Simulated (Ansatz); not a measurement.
# Al: preparing bulk and slab

Aim: for Al, prepare the clean (001) slab.

Method: DFT PBEsol, scalar-relativistic, plane waves, PAW, in Ansatz 0.2.0.

1 further run of the same task is left out (set aside as unsound or not needed).

## (1) The structure to begin with

Symmetry: P6_3/mmc, No. 194, hexagonal system. The conventional cell has a = 2.836 Å, b = 2.836 Å, c = 9.322 Å, α = 90.00°, β = 90.00°, γ = 120.00°. Al (site symmetry -3m) has 12 Al at 2.84 to 2.85 Å as nearest neighbours. Al (site symmetry -6m2) is surrounded by 12 Al at 2.84 to 2.85 Å.

Structure file:

```
Al
1.0
     2.83628    0.00000    0.00000
    -1.41814    2.45629    0.00000
     0.00000    0.00000    9.32215
Al
4
Direct
  0.00000 0.00000 0.00000
  0.33333 0.66667 0.25000
  0.00000 0.00000 0.50000
  0.66667 0.33333 0.75000
```

It goes back to an entry of the Materials Project, which need not be the stable form.

It is the result of an earlier relaxation at this level (volume 16.24 Å³/atom; gap on the mesh: none (metal)).

## (2) Cutting the slab

Miller indices refer to the conventional cell of the relaxed bulk, P6_3/mmc (No. 194): a = 2.836 Å, b = 2.836 Å, c = 9.322 Å, α = 90.00°, β = 90.00°, γ = 120.00°.

A (001) slab, 16.3 Å thick as cut, with 17 Å of vacuum; its outer planes are Al (top) and Al (bottom).

The slab as cut. Its planes from the bottom up:

| plane | atoms per cell | height over the lowest (Å) |
| --- | --- | --- |
| 1 | Al | 0.00 |
| 2 | Al | 2.33 |
| 3 | Al | 4.66 |
| 4 | Al | 6.99 |
| 5 | Al | 9.32 |
| 6 | Al | 11.65 |
| 7 | Al | 13.98 |
| 8 | Al | 16.31 |

## (3) The clean surface, relaxed

Input file input.yaml:

```yaml
crystal:
  lattice:
    - [2.8362844919, 0.0, 0.0]
    - [-1.4181422459, 2.4562944223, 0.0]
    - [0.0, 0.0, 33.3137615463]
  atoms:
    - { symbol: Al, position: [0.3333333333, 0.6666666667, 0.2551498121] }
    - { symbol: Al, position: [0.0, 0.0, 0.3251070087] }
    - { symbol: Al, position: [0.6666666667, 0.3333333333, 0.3950642052] }
    - { symbol: Al, position: [0.0, 0.0, 0.4650214017] }
    - { symbol: Al, position: [0.3333333333, 0.6666666667, 0.5349785983] }
    - { symbol: Al, position: [0.0, 0.0, 0.6049357948] }
    - { symbol: Al, position: [0.6666666667, 0.3333333333, 0.6748929913] }
    - { symbol: Al, position: [0.0, 0.0, 0.7448501879] }
basis:
  ecutwfc: 420
kpoints:
  mp_grid: { grid: [12, 12, 1] }
hamiltonian:
  xc: pbesol
scf:
  occupations: { method: gaussian, width: 0.1 }
output:
  forces: true
  eigenvalues: true
  write_density: true
  write_potential: true
  elf: true
  volumetric_format: npy
relax:
  adjacent_minimum: "off"
  f_tol: 0.03
  max_steps: 70
  constraints: [{ sites: [0, 1, 2, 3] }]
efield:
  axis: 3
  dipole_correction: true
  ramp_width: 0.04
```

Run with:

```sh
$ ansatz run input.yaml --threads 1 --pin off --max-ram 2560MiB --backend cpu --events-out ev --progress --plain --runs-dir out
```

Standard output:

```text
Warning: RAYON_NUM_THREADS=1 ignored (pool sized by the plan → 1); use --threads N
Engine: ansatz 0.2.0, aarch64-unknown-linux-gnu
Pseudopotentials: kind: paw
Pseudopotential: Al, paw, valence charge 3, recommended cutoff 420 eV (normal), Al.paw.azcp
Functional definition: PBEsol
  exchange = pbesol_x
  correlation = pbesol_c
Crystal: 8 atoms, lattice volume = 232.089 Å³
Basis set: ecut = 420 eV, 4551 PW (Γ), exchange–correlation on 40×40×450 points (8 copies of the dense FFT grid, shifted against one another)
Bands: 20, of which v1, the nominal top of the filled ones, is band 12 counted from 1 (11 counted from 0)
Symmetry: 6 space group operations
Space group: P3m1 (ITA 156), of the structure as read, at distance tolerance 6.1e-5 Å
k-points: 19 of 144 (time reversal used)
Non-local potential: Al, projectors of the file, l = 0: 2, l = 1: 2, l = 2: 1
PAW form: soft (Blöchl's): semilocal exchange-correlation on the pseudo side does not see the compensation charge
PAW frozen core: Al, regenerated for the run's functional, and the local potential with it (the file was generated under x = pbe(κ = 0.804, μ = 0.2195149727645171), c = pbe(β = 0.06672455060314922))
PAW one-centre angular grid: Al, 110 points (default); XC on 64 Gauss nodes
Initial density: superposition of atomic densities (neutral atoms: chi_scale 0, normalization atom), corrected by the library's trained network
Initial wavefunctions: pseudopotential atomic-orbital guess
Functional: x = pbesol(κ = 0.804, μ = 0.12345679012345678), c = pbesol(β = 0.046)
SCF iter   1: F=—  HF=-4195.492427 eV  |F-HF|=—  |Δ(HF+E_count)|=         —  Δρ=1.95e-3  dr2=4.15e-1  ethr=1.77e-3  p=0.000 e·Å  D=2.49e-5 V/Å  ΔV_dip=-0.00 eV  dr2_dipole=1.03e-2  V_vac-E_F(+/−)=4.20/4.20 eV  ⟨swp⟩=11.5  Hψ=2937  notcnv=0
efield: sawtooth ramp at fractional position 0.9800 (placed from the atoms, in the widest stretch of the axis that holds none; the zero of the levels goes with the place), width 0.0400; the density the first Hamiltonian is built on has a dipole p = 0.000 e·Å; the dipole correction subtracts the counter field D = 2.49e-5 V/Å, which shifts the + side's vacuum level by -0.00 eV against the − side's; the planar-averaged density in the ramp window peaks in size at 1.3e-5 e/Å³
preconditioner: auto → LDOS  [metal: Δε(μ)=0.056 eV  Ē_g=6.924 eV  σ=0.100 eV  W_gap=0.31  n_scr=18 (ndim 8)  ℏωp=11.9 eV  f_vac=0.369  D(μ)=2.38/eV (n_scr^D=14)  β→1.0]
SCF iter   2: F=—  HF=-4195.485046 eV  |F-HF|=—  |Δ(HF+E_count)|=   7.38e-3  Δρ=9.62e-4  dr2=1.13e-1  ethr=1.73e-3  p=0.001 e·Å  D=8.74e-4 V/Å  ΔV_dip=-0.03 eV  dr2_dipole=1.48e-4  V_vac-E_F(+/−)=4.16/4.19 eV  ⟨swp⟩=1.4  Hψ=559  notcnv=0  defer=13
SCF iter   3: F=—  HF=-4195.482316 eV  |F-HF|=—  |Δ(HF+E_count)|=   2.73e-3  Δρ=1.27e-4  dr2=4.42e-4  ethr=4.69e-4  p=0.001 e·Å  D=8.50e-4 V/Å  ΔV_dip=-0.03 eV  dr2_dipole=2.43e-6  V_vac-E_F(+/−)=4.19/4.22 eV  ⟨swp⟩=1.3  Hψ=361  notcnv=0  defer=18
SCF iter   4: F=—  HF=-4195.482388 eV  |F-HF|=—  |Δ(HF+E_count)|=   7.17e-5  Δρ=5.40e-5  dr2=6.46e-5  ethr=1.84e-6  p=0.001 e·Å  D=8.57e-4 V/Å  ΔV_dip=-0.03 eV  dr2_dipole=2.84e-7  V_vac-E_F(+/−)=4.20/4.23 eV  ⟨swp⟩=2.2  Hψ=607  notcnv=0  defer=19
iter 5 did not close the SCF: its close was put off for the readings that it lacked (scf_convergence_deferred on its scf_iter line)
SCF iter   5: F=-4195.482377 eV  HF=-4195.482383 eV  |F-HF|=5.15e-6  |Δ(HF+E_count)|=   5.26e-6  Δρ=1.42e-5  dr2=5.91e-6  ethr=2.69e-7  p=0.001 e·Å  D=8.54e-4 V/Å  ΔV_dip=-0.03 eV  dr2_dipole=5.02e-8  V_vac-E_F(+/−)=4.20/4.23 eV  ⟨swp⟩=1.7  Hψ=464  notcnv=0  defer=19
SCF iter   6: F=-4195.482383 eV  HF=-4195.482383 eV  |F-HF|=4.23e-7  |Δ(HF+E_count)|=   5.16e-7  Δρ=3.60e-6  dr2=4.32e-7  ethr=2.46e-8  p=0.001 e·Å  D=8.45e-4 V/Å  ΔV_dip=-0.03 eV  dr2_dipole=6.54e-8  V_vac-E_F(+/−)=4.20/4.23 eV  ⟨swp⟩=22.4  Hψ=3810  notcnv=0
SCF 1 converged in 6 iterations: F = -4195.482383 eV  dr2 = 4.32e-7
relax step   1: F+E_penalty+E_count = -4195.48238261 eV  Δ(F+E_penalty+E_count) = +0.000e0 eV  max|allowed force component| = 1.236e-1 eV/Å  Δτ_max = 0.0000 Å  (6 SCF iters, dr2 threshold 2.25e-5 eV, accepted)
Initial density: handed on by an earlier stage of this run
Initial wavefunctions: those handed on with the density
iter 1 solved again at ethr=3.02e-4 eV; its pass at ethr=3.10e-3 eV (dr2=7.25e-2 eV) is discarded
SCF iter   1: F=—  HF=-4195.488818 eV  |F-HF|=—  |Δ(HF+E_count)|=         —  Δρ=9.68e-4  dr2=6.09e-2  ethr=3.02e-4  p=0.001 e·Å  D=8.45e-4 V/Å  ΔV_dip=-0.03 eV  dr2_dipole=1.89e-2  V_vac-E_F(+/−)=4.19/4.22 eV  ⟨swp⟩=1.2  Hψ=1454  notcnv=0  defer=36
efield: sawtooth ramp at fractional position 0.9800 (handed on by an earlier solve), width 0.0400; the density the first Hamiltonian is built on has a dipole p = 0.001 e·Å; the dipole correction subtracts the counter field D = 8.45e-4 V/Å, which shifts the + side's vacuum level by -0.03 eV against the − side's; the planar-averaged density in the ramp window peaks in size at 2.0e-7 e/Å³
preconditioner: auto → LDOS  [insulator: Δε(μ)=0.158 eV  Ē_g=6.900 eV  σ=0.100 eV  W_gap=0.74  n_scr=18 (ndim 8)  ℏωp=11.9 eV  f_vac=0.367  D(μ)=1.78/eV (n_scr^D=12)  ε∞_Penn≈4.0  β→1.0]
SCF iter   2: F=—  HF=-4195.487576 eV  |F-HF|=—  |Δ(HF+E_count)|=   1.24e-3  Δρ=7.01e-4  dr2=4.51e-2  ethr=2.54e-4  p=-0.000 e·Å  D=-2.96e-4 V/Å  ΔV_dip=0.01 eV  dr2_dipole=1.37e-2  V_vac-E_F(+/−)=4.24/4.23 eV  ⟨swp⟩=2.1  Hψ=435  notcnv=0  defer=36
SCF iter   3: F=—  HF=-4195.486131 eV  |F-HF|=—  |Δ(HF+E_count)|=   1.44e-3  Δρ=8.88e-5  dr2=2.45e-4  ethr=1.88e-4  p=0.001 e·Å  D=9.84e-4 V/Å  ΔV_dip=-0.03 eV  dr2_dipole=9.94e-5  V_vac-E_F(+/−)=4.20/4.23 eV  ⟨swp⟩=1.4  Hψ=369  notcnv=0  defer=36
SCF iter   4: F=—  HF=-4195.485891 eV  |F-HF|=—  |Δ(HF+E_count)|=   2.40e-4  Δρ=4.82e-5  dr2=9.62e-5  ethr=1.02e-6  p=0.002 e·Å  D=1.30e-3 V/Å  ΔV_dip=-0.04 eV  dr2_dipole=5.10e-5  V_vac-E_F(+/−)=4.19/4.23 eV  ⟨swp⟩=2.3  Hψ=625  notcnv=0  defer=36
SCF iter   5: F=—  HF=-4195.485885 eV  |F-HF|=—  |Δ(HF+E_count)|=   5.71e-6  Δρ=2.05e-5  dr2=9.63e-6  ethr=4.01e-7  p=0.002 e·Å  D=1.23e-3 V/Å  ΔV_dip=-0.04 eV  dr2_dipole=2.51e-6  V_vac-E_F(+/−)=4.19/4.23 eV  ⟨swp⟩=1.1  Hψ=355  notcnv=0  defer=36
iter 6 did not close the SCF: its close was put off until two iterations running show no level that it waits for move by more than its bar (scf_convergence_deferred on its scf_iter line)
SCF iter   6: F=-4195.485885 eV  HF=-4195.485885 eV  |F-HF|=2.77e-7  |Δ(HF+E_count)|=   5.03e-7  Δρ=3.15e-6  dr2=2.88e-7  ethr=3.98e-9  p=0.002 e·Å  D=1.19e-3 V/Å  ΔV_dip=-0.04 eV  dr2_dipole=3.76e-8  V_vac-E_F(+/−)=4.19/4.23 eV  ⟨swp⟩=21.3  Hψ=3859  notcnv=0
SCF iter   7: F=-4195.485885 eV  HF=-4195.485885 eV  |F-HF|=3.66e-8  |Δ(HF+E_count)|=   2.60e-9  Δρ=1.48e-6  dr2=4.30e-8  ethr=1.20e-9  p=0.002 e·Å  D=1.19e-3 V/Å  ΔV_dip=-0.04 eV  dr2_dipole=6.78e-9  V_vac-E_F(+/−)=4.19/4.23 eV  ⟨swp⟩=9.7  Hψ=2556  notcnv=0
SCF 2 converged in 7 iterations: F = -4195.485885 eV  dr2 = 4.30e-8
relax step   2: F+E_penalty+E_count = -4195.48588479 eV  Δ(F+E_penalty+E_count) = -3.502e-3 eV  max|allowed force component| = 3.223e-2 eV/Å  Δτ_max = 0.0572 Å  (7 SCF iters, dr2 threshold 9.55e-7 eV, accepted)
SCF iter   1: F=—  HF=-4195.486253 eV  |F-HF|=—  |Δ(HF+E_count)|=         —  Δρ=1.73e-4  dr2=1.61e-3  ethr=6.70e-5  p=0.002 e·Å  D=1.19e-3 V/Å  ΔV_dip=-0.04 eV  dr2_dipole=4.51e-4  V_vac-E_F(+/−)=4.19/4.23 eV  ⟨swp⟩=2.9  Hψ=961  notcnv=0  defer=34
efield: sawtooth ramp at fractional position 0.9800 (handed on by an earlier solve), width 0.0400; the density the first Hamiltonian is built on has a dipole p = 0.002 e·Å; the dipole correction subtracts the counter field D = 1.19e-3 V/Å, which shifts the + side's vacuum level by -0.04 eV against the − side's; the planar-averaged density in the ramp window peaks in size at 2.9e-7 e/Å³
preconditioner: auto → LDOS  [insulator: Δε(μ)=0.131 eV  Ē_g=6.903 eV  σ=0.100 eV  W_gap=0.65  n_scr=18 (ndim 8)  ℏωp=11.9 eV  f_vac=0.368  D(μ)=2.08/eV (n_scr^D=12)  ε∞_Penn≈4.0  β→1.0]
SCF iter   2: F=—  HF=-4195.486196 eV  |F-HF|=—  |Δ(HF+E_count)|=   5.69e-5  Δρ=1.06e-4  dr2=3.37e-4  ethr=6.72e-6  p=0.002 e·Å  D=1.29e-3 V/Å  ΔV_dip=-0.04 eV  dr2_dipole=4.51e-5  V_vac-E_F(+/−)=4.19/4.23 eV  ⟨swp⟩=1.4  Hψ=569  notcnv=0  defer=31
SCF iter   3: F=—  HF=-4195.486168 eV  |F-HF|=—  |Δ(HF+E_count)|=   2.86e-5  Δρ=1.57e-5  dr2=2.54e-6  ethr=1.41e-6  p=0.001 e·Å  D=1.13e-3 V/Å  ΔV_dip=-0.04 eV  dr2_dipole=4.30e-8  V_vac-E_F(+/−)=4.19/4.23 eV  ⟨swp⟩=2.3  Hψ=500  notcnv=0  defer=31
SCF iter   4: F=—  HF=-4195.486094 eV  |F-HF|=—  |Δ(HF+E_count)|=   7.34e-5  Δρ=5.23e-6  dr2=3.80e-7  ethr=1.06e-8  p=0.001 e·Å  D=1.14e-3 V/Å  ΔV_dip=-0.04 eV  dr2_dipole=2.33e-8  V_vac-E_F(+/−)=4.19/4.23 eV  ⟨swp⟩=2.7  Hψ=666  notcnv=0  defer=31
iter 5 did not close the SCF: its close was put off until two iterations running show no level that it waits for move by more than its bar (scf_convergence_deferred on its scf_iter line)
SCF iter   5: F=-4195.486095 eV  HF=-4195.486095 eV  |F-HF|=8.38e-9  |Δ(HF+E_count)|=   6.90e-8  Δρ=1.39e-6  dr2=2.41e-8  ethr=4.17e-10  p=0.001 e·Å  D=1.13e-3 V/Å  ΔV_dip=-0.04 eV  dr2_dipole=1.64e-10  V_vac-E_F(+/−)=4.19/4.23 eV  ⟨swp⟩=17.9  Hψ=3172  notcnv=0
iter 6 did not close the SCF: its close was put off until two iterations running show no level that it waits for move by more than its bar (scf_convergence_deferred on its scf_iter line)
SCF iter   6: F=-4195.486095 eV  HF=-4195.486095 eV  |F-HF|=4.47e-10  |Δ(HF+E_count)|=   1.04e-8  Δρ=3.13e-7  dr2=1.16e-9  ethr=1.01e-10  p=0.001 e·Å  D=1.13e-3 V/Å  ΔV_dip=-0.04 eV  dr2_dipole=4.37e-10  V_vac-E_F(+/−)=4.19/4.23 eV  ⟨swp⟩=8.9  Hψ=2373  notcnv=0
SCF iter   7: F=-4195.486095 eV  HF=-4195.486095 eV  |F-HF|=1.69e-10  |Δ(HF+E_count)|=  9.43e-10  Δρ=6.27e-8  dr2=1.26e-10  ethr=4.82e-12  p=0.001 e·Å  D=1.13e-3 V/Å  ΔV_dip=-0.04 eV  dr2_dipole=7.45e-11  V_vac-E_F(+/−)=4.19/4.23 eV  ⟨swp⟩=7.3  Hψ=2025  notcnv=0
SCF 3 converged in 7 iterations: F = -4195.486095 eV  dr2 = 1.26e-10
relax step   3: F+E_penalty+E_count = -4195.48609457 eV  Δ(F+E_penalty+E_count) = -2.098e-4 eV  max|allowed force component| = 2.455e-3 eV/Å  Δτ_max = 0.0063 Å  (7 SCF iters, accepted)
WARN: The output density's exchange-correlation potential varies sharply where the density is thin. Do not read a vacuum level from v_tot or v_xc, or from such a field of the output density. On a cell that repeats whose density bears no net charge and no dipole along the vacuum's axis use v_es (v_loc + v_h of the components); under efield.dipole_correction with no amplitude use v_es + v_field, which holds any external_charges[].barrier, or the levels of the report's work_function block, which leave it out; under a non-zero efield.amplitude the vacuum is tilted and has no level; on a cell that repeats and bears such a dipole with no correction it is tilted too, and efield.dipole_correction with no amplitude gives each side of its ramp a level where efield: is served; in a cell that repeats whose density bears a net charge (total_charge, or a fill off its count) it is curved and has none; of a slab under crystal.periodic whose density bears no net charge use v_es, which has a level on each side, short of where the two are joined; of another it falls or rises all the way out and has none; of a slab beside external_charges read slab_vacuum_level instead, which it has where they leave it neutral. The grid or the basis barely resolves most such structure, and the values can differ between equally converged runs; as a rule a tighter scf.convergence.dr2_threshold does not remove it. Where the density itself ripples (under the LDA too) a higher basis.ecutwfc lessens it. The files hold the spikes' plane waves up to the density's cutoff. Files: v_tot_of_output_density and the like, and their columns of v_z.tsv (output.write_potential); v_xc_of_output_density and the like, and their columns of v_comp_z.tsv (output.write_potential_components). Measured: with its Gaussian average of σ = 0.25 Å subtracted twice, the exchange-correlation potential is over 0.1 eV at 38 of the grid points where the equally averaged density (valence and model cores) is under 1e-3 e/Å³, and 0.195 eV at the most among them, at an averaged density of 1.1e-8 e/Å³. The input density's (outcome.potential() and, of a run that writes arrays, v_tot and v_xc) is over 0.1 eV, so measured, at 4 points of its own thin density, 0.129 eV at the most. See output.write_potential in the manual, Limitations
SCF converged after 7 iterations
Free energy (F): -4195.486095 eV
Harris-Foulkes:  -4195.486095 eV  (|F-HF|=1.69e-10)
Internal energy: -4195.475869 eV  (E = F + TS)
E sigma→0 (E₀):  -4195.480982 eV
Entropy (-TS):   -0.010226 eV (-1.278 meV/atom)
Fermi energy:    2.650525 eV
Dipole field:    D = 0.001119 V/Å  (p = 0.001435 e·Å, saw-weighted, corrected)
Work function:   Φ+ = 4.1908 eV   Φ− = 4.2281 eV
Levels:          The Fermi level and band energies are counted from a zero that moves with the ramp; work functions are not
--- Per-component energies (eV) ---
  E_band       = -38.323680
  E_kinetic    = 180.347120
  E_local      = -7971.248122  (includes V_loc(G=0)·N_el)
  E_nonlocal   = 83.781627
  E_hartree    = 3964.408130
  E_xc         = -313.597287
  E_vxc        = -231.081754  (∫ρ·V_xc dr)
  E_paw        = -3637.671722  (= ΣΔE_a)
  E_vpaw       = -28.938812  (= ΣTr[D̂ρ^β])
  E_aug_tail   = -0.000020  (compensation charges beyond the density's cutoff)
  E_efield     = 0.000001  (sawtooth field / dipole correction)
  E_vefield    = -0.000096  (∫n·V_field dr)
  E_ewald      = 3498.351293
  E_core_change = 0.153112  (= ΣΔE_core)
  E_smearing   = -0.010226  (= −TS)
  E_closure    = -0.000000  (closes the sum)
  Σ components = -4195.486095   (vs F -4195.486095, Δ=0.00e0)
--- Forces (eV/Å), atoms counted from 1 ---
  atom   1  Al     0.00000000    -0.00000000    -0.04382551
  atom   2  Al     0.00000000     0.00000000     0.01887578
  atom   3  Al     0.00000000     0.00000000     0.01225506
  atom   4  Al    -0.00000000     0.00000000     0.00969457
  atom   5  Al     0.00000000     0.00000000     0.00182328
  atom   6  Al    -0.00000000    -0.00000000    -0.00053808
  atom   7  Al    -0.00000000     0.00000000    -0.00073876
  atom   8  Al     0.00000000    -0.00000000     0.00245478
  max |Σ_I F_I| component: 1.12e-6 eV/Å
--- Band table (eV; the first three rows and the last of 19) ---
  k-point 0: bands = ["-8.3884", "-8.0850", "-7.6191", "-6.9480", "-6.1308", "-5.1287", "-3.9701", "-2.6100", "-1.2868", "0.3300", "1.9562", "3.6189", "5.1574", "6.3005", "6.7309", "7.6726", "7.6848", "9.3400", "9.3839", "11.4054"]
  k-point 1: bands = ["-8.2184", "-7.9153", "-7.4499", "-6.7795", "-5.9631", "-4.9619", "-3.8042", "-2.4440", "-1.1277", "0.4894", "2.1135", "3.7736", "5.3116", "6.4602", "6.8982", "7.8270", "7.8458", "9.4821", "9.5175", "11.0253"]
  k-point 2: bands = ["-7.7096", "-7.4074", "-6.9435", "-6.2751", "-5.4612", "-4.4630", "-3.3083", "-1.9486", "-0.6510", "0.9645", "2.5792", "4.2252", "5.7495", "6.8959", "7.3756", "7.8630", "8.0657", "8.3543", "8.3962", "8.6284"]
  k-point 18: bands = ["-0.5628", "-0.4327", "-0.4319", "-0.2914", "-0.1659", "-0.1432", "0.0847", "0.2435", "0.2704", "0.6625", "0.7874", "0.9279", "1.7308", "1.8290", "2.1043", "2.3634", "2.8539", "2.9117", "3.9841", "3.9995"]
--- Relaxed structure (3 steps of the walk, 3 accepted, 0 SCFs on fresh bases) ---
  F+E_penalty+E_count = -4195.48609457 eV   max|allowed force component| = 2.455e-3 eV/Å
  atoms:
    - { symbol: Al, position: [0.3333333333333333, 0.6666666666666667, 0.25514981210000004] }
    - { symbol: Al, position: [0.0, 0.0, 0.3251070087] }
    - { symbol: Al, position: [0.6666666666666667, 0.33333333333333337, 0.3950642052000001] }
    - { symbol: Al, position: [0.0, 0.0, 0.46502140170000006] }
    - { symbol: Al, position: [0.3333333333333333, 0.6666666666666667, 0.5344233955877086] }
    - { symbol: Al, position: [1.0957011238641055e-19, -1.095701123825489e-19, 0.6046837201054862] }
    - { symbol: Al, position: [0.6666666666666667, 0.33333333333333337, 0.6750222210720569] }
    - { symbol: Al, position: [-6.750116373556587e-19, 6.750116373318502e-19, 0.7464031054664227] }
```

Wall time 68 s (1 thread of Arm Neoverse N1, shared host); peak memory 0.41 GiB.

Step by step:

| step | E - E(step 1) (eV/cell) | largest force component (eV/Å) |
| --- | --- | --- |
| 1 | 0.0000 | 0.1236 |
| 2 | -0.0035 | 0.0322 |
| 3 | -0.0037 | 0.0025 |

Step 1 is the start.

The cell repeats along c, and a dipole correction in the vacuum removes the field between the copies.

Atoms 1, 2, 3, 4 (counted from 1; the input counts from 0) are held at their places.

From the log: work function 4.19 eV (top face), 4.23 eV (bottom face).

Plane-averaged electrostatic potential energy of an electron across the slab, counted from the Fermi level:

(z (Å), V (eV)): (2.67, 4.23), (3.26, 4.23), (3.85, 4.23), (4.44, 4.23), (5.03, 4.22), (5.63, 4.19), (6.22, 4.05), (6.81, 3.44), (7.40, 0.87), (7.70, -2.49), (8.29, -7.29), (8.88, -6.88), (9.48, -1.08), (10.07, -3.27), (10.66, -7.41), (11.25, -6.73), (11.84, -0.84), (12.44, -3.80), (13.03, -7.43), (13.62, -6.45), (14.21, -0.65), (14.81, -4.30), (15.40, -7.46), (15.99, -6.19), (16.58, -0.58), (16.88, -1.50), (17.47, -7.06), (18.06, -7.28), (18.66, -2.23), (19.25, -1.73), (19.84, -7.14), (20.43, -7.20), (21.02, -1.89), (21.62, -2.00), (22.21, -7.28), (22.80, -7.18), (23.39, -1.57), (23.99, -1.90), (24.58, -7.22), (25.17, -7.14), (25.76, -1.22), (26.06, 1.51), (26.65, 3.56), (27.24, 4.05), (27.84, 4.16), (28.43, 4.18), (29.02, 4.19), (29.61, 4.19), (30.20, 4.19), (30.80, 4.19)

Density in a lattice plane of the grid's cell (edges 2.84 and 33.31 Å, at 0.000 of the third edge), which holds Al.

Ten even steps from '0' (0.00 e/Å³) to '9' (0.22 e/Å³):
```
000000
000000
000000
110001
349994
888888
888888
349994
889998
998789
479897
899999
898789
998789
899999
000000
000000
000000
000000
000000
```
Columns run along the first of these edges and rows up along the second, over one cell in 6 and 20 even steps from the bottom left corner. Atoms in the plane (fractional): Al at (0.00, 0.33), Al at (0.00, 0.47), Al at (0.00, 0.60), Al at (1.00, 0.75).

ELF in the same plane.

Ten even steps from ' ' (0.00) to '@' (0.71):
```
            
            
            
++==--::--==
++..@@@@@@..
############
############
--..%%%%%%..
####%%##%%##
%%%%##**##%%
  --%%##%%--
##%%%%**%%%%
**####**####
**%%##**##%%
%%@@@@%%@@@@
..::------::
            
            
            
            
```
Columns run along the first of these edges and rows up along the second, over one cell in 6 and 20 even steps from the bottom left corner. Atoms in the plane (fractional): Al at (0.00, 0.33), Al at (0.00, 0.47), Al at (0.00, 0.60), Al at (1.00, 0.75).

Both are smooth fields of the valence electrons: close to the nuclei they are not physical.

The highest ELF values outside the cores: 0.76 beside Al, off the lines to its neighbours, 1.1 Å from Al; 0.64 on the Al–Al line, 1.1 Å from Al.

## (4) Outcome

| quantity | value |
| --- | --- |
| clean slab: work function | 4.19 eV (top face), 4.23 eV (bottom face) |
